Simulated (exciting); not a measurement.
Runs of exciting (release sodium) on MgO. It takes space group Fm-3m (No. 225, cubic). The conventional cell has a = 4.194 Å, b = 4.194 Å, c = 4.194 Å, α = 90.00°, β = 90.00°, γ = 90.00°. Mg (site symmetry m-3m) is surrounded by 6 O at 2.10 Å. O (site symmetry m-3m) has 6 Mg at 2.10 Å as nearest neighbours. The cell is a database's computed one.

| level | outputlevel | gap on the mesh (eV) |
| --- | --- | --- |
| PBEsol | normal | 4.77 |
| RPBE | normal | 4.99 |
| LDA | normal | 4.78 |
| revPBE | high | (a) |

Alike in all rows: task band structure; potentials or basis all-electron LAPW+lo, shipped species files, valence relativity iora*; no spin polarisation; cell as given; k mesh 11 × 11 × 11; smearing fermi-dirac 0.05 eV; rgkmax 7.5.

Fill in the values left out.

(a) 4.96.

Runs at the PBE level aren't shown here.
